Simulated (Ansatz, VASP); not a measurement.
## One calculation of K, two programs

File INCAR:

```
SYSTEM = K
PREC = Accurate
ENCUT = 520
EDIFF = 1E-7
ISMEAR = 0
SIGMA = 0.1
LREAL = .FALSE.
LASPH = .TRUE.
NELM = 100
ALGO = Normal
ISIF = 2
LWAVE = .FALSE.
LCHARG = .FALSE.
GGA = PE
NBANDS = 46
```

Contents of KPOINTS:

```
Automatic mesh
0
G
  4 4 2
  0 0 0
```

File POSCAR:

```
K
1.0
    6.2847771000     -4.9869029900      0.0000000000
    6.2847771000      4.9869029900      0.0000000000
    0.0000000000      0.0000000000      9.7670775600
K
8
Direct
    0.7467929500      0.7467929500      0.5000000000
    0.2532070500      0.2532070500      0.5000000000
    0.2391031600      0.7608968400      0.2613112800
    0.7391031600      0.2608968400      0.2386887200
    0.7532070500      0.7532070500      0.0000000000
    0.2467929500      0.2467929500      0.0000000000
    0.2608968400      0.7391031600      0.7613112800
    0.7608968400      0.2391031600      0.7386887200
```

Input for Ansatz:

```yaml
crystal:
  lattice:
    - [6.2847771, -4.98690299, 0.0]
    - [6.2847771, 4.98690299, 0.0]
    - [0.0, 0.0, 9.76707756]
  atoms:
    - { symbol: K, position: [0.74679295, 0.74679295, 0.5] }
    - { symbol: K, position: [0.25320705, 0.25320705, 0.5] }
    - { symbol: K, position: [0.23910316, 0.76089684, 0.26131128] }
    - { symbol: K, position: [0.73910316, 0.26089684, 0.23868872] }
    - { symbol: K, position: [0.75320705, 0.75320705, 0.0] }
    - { symbol: K, position: [0.24679295, 0.24679295, 0.0] }
    - { symbol: K, position: [0.26089684, 0.73910316, 0.76131128] }
    - { symbol: K, position: [0.76089684, 0.23910316, 0.73868872] }
basis:
  ecutwfc: 420
kpoints:
  mp_grid: { grid: [4, 4, 2] }
hamiltonian:
  xc: pbe
scf:
  occupations: { method: gaussian, width: 0.1 }
output:
  forces: true
  stress: true
  eigenvalues: true
```

This isn't the form of K at room conditions, which is bcc.

Alike in both runs: task single point; functional PBE; k mesh 4 × 4 × 2; occupations gaussian, width 0.1 eV; no spin polarisation.

|  | VASP | Ansatz |
| --- | --- | --- |
| version | VASP 6.6.1 | Ansatz 0.2.0 |
| potentials or method | VASP PAW PBE potentials, release 64 (K_sv) | scalar-relativistic, plane waves, PAW |
| plane-wave cutoff (eV) | 520 | 420 |
| valence electrons in the cell | 72 | 72 |

|  | VASP | Ansatz | Ansatz less VASP |
| --- | --- | --- | --- |
| gap on the k mesh at the Fermi level (eV) | none | none | - |
| pressure (GPa) | -0.1 | -0.1 | +0.01 |
| largest component of the traceless stress (GPa) | 0.08 | 0.08 | 0.000 |
| rms of the force components (eV/Å) | 0.012 | 0.012 | 0.0000 |

Atom by atom the forces differ by 0.000 eV/Å (rms over components). A gap of «none» marks a metal or a gap that the smearing closes. The functional is the same, so the differences come from potentials, cutoffs and numerics.
